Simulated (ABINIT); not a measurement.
# BP (F-43m) in ABINIT: further runs

The runs below take BP through single point, with r2SCAN.

Program: ABINIT 10.8.3 (patched build). These are calculated values, not measurements. Logs are shortened: lines on timing, memory, paths and dates and some standing lists are left out, and cuts for length are marked. The log counts tension as positive stress, the text compression.

## 1. The structure

The structure is cubic, space group F-43m (No. 216). Conventional cell: a = 4.538 Å, b = 4.538 Å, c = 4.538 Å, α = 90.00°, β = 90.00°, γ = 90.00°. P (site symmetry -43m) has 4 B at 1.97 Å as nearest neighbours. Around B (site symmetry -43m) lie 4 P at 1.97 Å.

## 2. Single point, r2SCAN

The input, run.abi:

```
# Pseudopotentials
pp_dirpath "./"
pseudos "P.GGA_PBE-ansatz.xml, B.GGA_PBE-ansatz.xml"

# Structure
acell 6.0638487579 6.0638487579 6.0638487579
rprim
     0.0000000000     0.7071067812     0.7071067812
     0.7071067812     0.0000000000     0.7071067812
     0.7071067812     0.7071067812     0.0000000000
ntypat 2
znucl 15 5
natom 2
typat 1 2
xcart
     6.4316828652     6.4316828652     6.4316828652
     0.0000000000     0.0000000000     0.0000000000

# Plane-wave basis
ecut 489.804952 eV
pawecutdg 36.0
pawovlp -1

# k points
kptopt 1
ngkpt 10 10 10
nshiftk 1
shiftk 0.0 0.0 0.0

# Exchange and correlation
ixc -497498
usekden 1
pawxcdev 0

# Bands and occupations
nband 8
occopt 3
tsmear 0.05 eV

# SCF cycle
nstep 100
tolvrs 1.0e-7

# Output
iomode 3
prtwf 0
prtden 0
prteig 0
prtebands 0
enunit 1
```

Potentials or basis: Ansatz PAW PBE default generated set, frozen core.

Run with:

```
mpirun --bind-to none -np 4 abinit run.abi > log 2>&1
```

run.abo:

```text
[... set-up lines left out ...]
 ETOT  1  -7.4223407366551    -7.422E+00 8.640E-02 7.302E+00
 ETOT  2  -7.3696406191644     5.270E-02 1.313E-03 8.382E-01
 ETOT  3  -7.3687870226995     8.536E-04 6.677E-04 4.643E-02
 ETOT  4  -7.3687509840754     3.604E-05 6.715E-05 2.257E-03
 ETOT  5  -7.3687586989334    -7.715E-06 1.903E-05 1.607E-05
 ETOT  6  -7.3687585943637     1.046E-07 3.315E-06 4.405E-07
 ETOT  7  -7.3687585931957     1.168E-09 5.897E-07 2.640E-08

 At SCF step    7       nres2   =  2.64E-08 < tolvrs=  1.00E-07 =>converged.

Result for kinetic energy density :

--------------------------------------------------------------------------------
 Total kinetic energy density [Ha/Bohr^3]
)     Maximum=    3.2124E-01  at reduced coord.    0.0000    0.0000    0.0000
)     Minimum=    4.5723E-03  at reduced coord.    0.2500    0.2500    0.2500
   Integrated=    4.4641E+00
--------------------------------------------------------------------------------

 Cartesian components of stress tensor (hartree/bohr^3)
  sigma(1 1)=  1.31584388E-05  sigma(3 2)=  0.00000000E+00
  sigma(2 2)=  1.31584388E-05  sigma(3 1)=  0.00000000E+00
  sigma(3 3)=  1.31584388E-05  sigma(2 1)=  0.00000000E+00

--- !ResultsGS
iteration_state: {dtset: 1, }
comment   : Summary of ground state results
lattice_vectors:
- [  0.0000000,   4.2877886,   4.2877886, ]
- [  4.2877886,   0.0000000,   4.2877886, ]
- [  4.2877886,   4.2877886,   0.0000000, ]
lattice_lengths: [   6.06385,    6.06385,    6.06385, ]
lattice_angles: [ 60.000,  60.000,  60.000, ] # degrees, (23, 13, 12)
lattice_volume:   1.5766311E+02
convergence: {deltae:  1.168E-09, res2:  2.640E-08, residm:  5.897E-07, diffor: null, }
etotal    :  -7.36875859E+00
entropy   :   0.00000000E+00
fermie    :   2.95229996E-01
cartesian_stress_tensor: # hartree/bohr^3
- [  1.31584388E-05,   0.00000000E+00,   0.00000000E+00, ]
- [  0.00000000E+00,   1.31584388E-05,   0.00000000E+00, ]
- [  0.00000000E+00,   0.00000000E+00,   1.31584388E-05, ]
pressure_GPa:  -3.8713E-01
xred      :
- [  7.5000E-01,   7.5000E-01,   7.5000E-01,  P]
- [ -1.4393E-11,  -1.4393E-11,  -1.4393E-11,  B]
cartesian_forces: # hartree/bohr
- [ -3.76787965E-28,  -1.25595988E-28,   6.27979942E-28, ]
- [  3.76787965E-28,   1.25595988E-28,  -6.27979942E-28, ]
force_length_stats: {min:   7.43035888E-28, max:   7.43035888E-28, mean:   7.43035888E-28, }
...

 Integrated electronic density in atomic spheres:
 ------------------------------------------------
 Atom  Sphere_radius  Integrated_density
    1        2.62861          5.22505618
    2        2.17696          3.31112315

================================================================================

 ----iterations are completed or convergence reached----

 Mean square residual over all n,k,spin=   45.597E-10; max=  58.972E-08
 reduced coordinates (array xred) for    2 atoms
       0.749999999986      0.749999999986      0.749999999986
      -0.000000000014     -0.000000000014     -0.000000000014
 rms dE/dt=  4.3971E-27; max dE/dt=  6.4623E-27; dE/dt below (all hartree)
    1      -0.000000000000     -0.000000000000      0.000000000000
    2      -0.000000000000     -0.000000000000      0.000000000000

 cartesian coordinates (angstrom) at end:
    1      3.40349999771018     3.40349999771018     3.40349999771018
    2     -0.00000000006532    -0.00000000006532    -0.00000000006532

 cartesian forces (hartree/bohr) at end:
    1     -0.00000000000000    -0.00000000000000     0.00000000000000
    2      0.00000000000000     0.00000000000000    -0.00000000000000
 frms,max,avg= 4.2899197E-28 6.2797994E-28   0.000E+00  0.000E+00  0.000E+00 h/b

 cartesian forces (eV/Angstrom) at end:
    1     -0.00000000000000    -0.00000000000000     0.00000000000000
    2      0.00000000000000     0.00000000000000    -0.00000000000000
 frms,max,avg= 2.2059654E-26 3.2292027E-26   0.000E+00  0.000E+00  0.000E+00 e/A
 length scales=  6.063848757900  6.063848757900  6.063848757900 bohr
              =  3.208850570866  3.208850570866  3.208850570866 angstroms
 Fermi (or HOMO) energy (eV) =   8.03362   Average Vxc (eV)= -11.49532
 Eigenvalues (   eV  ) for nkpt=  47  k points:
 kpt#   1, nband=  8, wtk=  0.00100, kpt=  0.0000  0.0000  0.0000 (reduced coord)
  -8.93030    7.34164    7.34164    7.34164   10.94255   10.94255   10.94255   15.31044
 prteigrs : prtvol=0 or 1, do not print more k-points.

--- !EnergyTerms
iteration_state     : {dtset: 1, }
comment             : Components of total free energy in Hartree
kinetic             :  4.46410645967686E+00
hartree             :  6.27650506942870E-01
xc                  : -3.34779180073299E+00
Ewald energy        : -1.04916197705548E+01
psp_core            :  5.52906395951215E-01
local_psp           : -3.01492410490332E+00
PAW spherical_terms :  3.84092546812464E+00
internal            : -7.36874684549557E+00
'-kT*entropy'       : -3.38432969680332E-10
total_energy        : -7.36874684583400E+00
total_energy_eV     : -2.00513816570843E+02
...

--- !EnergyTermsDC
iteration_state     : {dtset: 1, }
comment             : '"Double-counting" decomposition of free energy'
band_energy         :  1.45525326305846E-01
Ewald energy        : -1.04916197705548E+01
psp_core            :  5.52906395951215E-01
xc_dc               : -1.83271972930398E-01
PAW spherical_terms :  2.60770142837095E+00
internal            : -7.36875859285723E+00
'-kT*entropy'       : -3.38432969680332E-10
total_energy_dc     : -7.36875859319566E+00
total_energy_dc_eV  : -2.00514136232839E+02
...

--- !EnergyTermsWithPAWCore
iteration_state     : {dtset: 1, }
comment             : 'Components of total free energy, including PAW core contributions'
Total energy        : -3.66268914442622E+02
Total energy DC     : -3.66268926189984E+02
Total energy (eV)   : -9.96668490079435E+03
Total energy DC (eV): -9.96668522045635E+03
...

 Cartesian components of stress tensor (hartree/bohr^3)
  sigma(1 1)=  1.31584388E-05  sigma(3 2)=  0.00000000E+00
  sigma(2 2)=  1.31584388E-05  sigma(3 1)=  0.00000000E+00
  sigma(3 3)=  1.31584388E-05  sigma(2 1)=  0.00000000E+00

-Cartesian components of stress tensor (GPa)         [Pressure= -3.8713E-01 GPa]
- sigma(1 1)=  3.87134636E-01  sigma(3 2)=  0.00000000E+00
- sigma(2 2)=  3.87134636E-01  sigma(3 1)=  0.00000000E+00
- sigma(3 3)=  3.87134636E-01  sigma(2 1)=  0.00000000E+00

== END DATASET(S) ==============================================================
================================================================================

 -outvars: echo values of variables after computation  --------
            acell      6.0638487579E+00  6.0638487579E+00  6.0638487579E+00 Bohr
           etotal     -7.3687585932E+00
            fcart     -3.7678796539E-28 -1.2559598846E-28  6.2797994231E-28
                       3.7678796539E-28  1.2559598846E-28 -6.2797994231E-28
            rprim      0.0000000000E+00  7.0710678120E-01  7.0710678120E-01
                       7.0710678120E-01  0.0000000000E+00  7.0710678120E-01
                       7.0710678120E-01  7.0710678120E-01  0.0000000000E+00
           strten      1.3158438833E-05  1.3158438833E-05  1.3158438833E-05
                       0.0000000000E+00  0.0000000000E+00  0.0000000000E+00
           xangst      3.4034999977E+00  3.4034999977E+00  3.4034999977E+00
                      -6.5316759569E-11 -6.5316318728E-11 -6.5316318728E-11
             xred      7.4999999999E-01  7.4999999999E-01  7.4999999999E-01
                      -1.4393097825E-11 -1.4393292114E-11 -1.4393292114E-11
 Calculation completed.
```

It took 38 s on 4 MPI ranks of AMD EPYC 7R43 (Zen 3), shared host; peak memory 0.76 GiB.

What came out:

| Quantity | Value |
| --- | --- |
| Free energy | -200.5141 eV |
| Pressure | -0.4 GPa |
| Band gap on the k mesh | 1.42 eV, indirect (least direct gap 3.60 eV) |

Caveat: the atomic spheres overlap; totals of a meta-GGA on PAW files have another zero than those of a GGA; the PAW data sets were made with another functional, which shifts forces and pressure a little. r2SCAN opens gaps a little over a GGA but as a rule still falls short of measured ones.

## 3. Single point, r2SCAN

Changes to run.abi since step 2:

```diff
@@ -2,3 +2,3 @@
 pp_dirpath "./"
-pseudos "P.GGA_PBE-ansatz.xml, B.GGA_PBE-ansatz.xml"
+pseudos "P.GGA_PBE-JTH.xml, B.GGA_PBE-JTH.xml"
 
@@ -19,5 +19,4 @@
 # Plane-wave basis
-ecut 489.804952 eV
-pawecutdg 36.0
-pawovlp -1
+ecut 653.073270 eV
+pawecutdg 46.0
```

Potentials or basis: JTH PAW PBE v2.0.

Run with:

```
mpirun --bind-to none -np 4 abinit run.abi > log 2>&1
```

run.abo:

```text
.Version 10.8.3 of ABINIT
 Symmetries : space group F-4 3 m (#216); Bravais cF (face-center cubic)
================================================================================
 Values of the parameters that define the memory need of the present run
     intxc =       0    ionmov =       0      iscf =      17    lmnmax =       8
     lnmax =       4     mgfft =      30  mpssoang =       2    mqgrid =    3001
     natom =       2  nloc_mem =       2    nspden =       1   nspinor =       1
    nsppol =       1      nsym =      24    n1xccc =       1    ntypat =       2
    occopt =       3   xclevel =       2
       mpw =         903          nfft =       27000          nkpt =          47
Pmy_natom=         1
 PAW method is used; the additional fine FFT grid is defined by:
   mgfftf=        40    nfftf =     64000
================================================================================
================================================================================

--------------------------------------------------------------------------------
------------- Echo of variables that govern the present computation ------------
--------------------------------------------------------------------------------
 -outvars: echo values of preprocessed input variables --------
            acell      6.0638487579E+00  6.0638487579E+00  6.0638487579E+00 Bohr
              amu      3.09737620E+01  1.08110000E+01
             ecut      2.40000000E+01 Hartree
           enunit           1
              ixc     -497498
         kptrlatt       10    0    0      0   10    0      0    0   10
          kptrlen      6.06384876E+01
            natom           2
            nband           8
            ngfft          30      30      30
          ngfftdg          40      40      40
[... 213 lines left out ...]
total_energy_dc     : -7.35015461599754E+00
total_energy_dc_eV  : -2.00007896223589E+02
...

--- !EnergyTermsWithPAWCore
iteration_state     : {dtset: 1, }
comment             : 'Components of total free energy, including PAW core contributions'
Total energy        : -3.67135034469037E+02
Total energy DC     : -3.67135035415450E+02
Total energy (eV)   : -9.99025322736852E+03
Total energy DC (eV): -9.99025325312173E+03
...

 Cartesian components of stress tensor (hartree/bohr^3)
  sigma(1 1)=  1.25318326E-05  sigma(3 2)=  0.00000000E+00
  sigma(2 2)=  1.25318326E-05  sigma(3 1)=  0.00000000E+00
  sigma(3 3)=  1.25318326E-05  sigma(2 1)=  0.00000000E+00

-Cartesian components of stress tensor (GPa)         [Pressure= -3.6870E-01 GPa]
- sigma(1 1)=  3.68699244E-01  sigma(3 2)=  0.00000000E+00
- sigma(2 2)=  3.68699244E-01  sigma(3 1)=  0.00000000E+00
- sigma(3 3)=  3.68699244E-01  sigma(2 1)=  0.00000000E+00

== END DATASET(S) ==============================================================
================================================================================

 -outvars: echo values of variables after computation  --------
            acell      6.0638487579E+00  6.0638487579E+00  6.0638487579E+00 Bohr
           etotal     -7.3501546160E+00
            fcart      5.0238395385E-28  1.0032278003E-45 -5.0238395385E-28
                      -5.0238395385E-28 -1.0032278003E-45  5.0238395385E-28
            rprim      0.0000000000E+00  7.0710678120E-01  7.0710678120E-01
                       7.0710678120E-01  0.0000000000E+00  7.0710678120E-01
                       7.0710678120E-01  7.0710678120E-01  0.0000000000E+00
           strten      1.2531832595E-05  1.2531832595E-05  1.2531832595E-05
                       0.0000000000E+00  0.0000000000E+00  0.0000000000E+00
           xangst      3.4034999977E+00  3.4034999977E+00  3.4034999977E+00
                      -6.5316759569E-11 -6.5316318728E-11 -6.5316318728E-11
             xred      7.4999999999E-01  7.4999999999E-01  7.4999999999E-01
                      -1.4393097825E-11 -1.4393292114E-11 -1.4393292114E-11
 Calculation completed.
```

Wall time 20 s (4 MPI ranks of AMD EPYC 7R43 (Zen 3), shared host); peak memory 0.36 GiB.

What came out:

```yaml
Free_energy: -200.0079 eV
Pressure: -0.4 GPa
Band_gap_on_the_k_mesh: 1.45 eV, indirect (least direct gap 3.62 eV)
Valence_electrons_inside_the_program's_atomic_spheres: P 1.60; B 1.84
```

Caveat: totals of a meta-GGA on PAW files have another zero than those of a GGA; the PAW data sets were made with another functional, which shifts forces and pressure a little. A k mesh can miss the band edges.
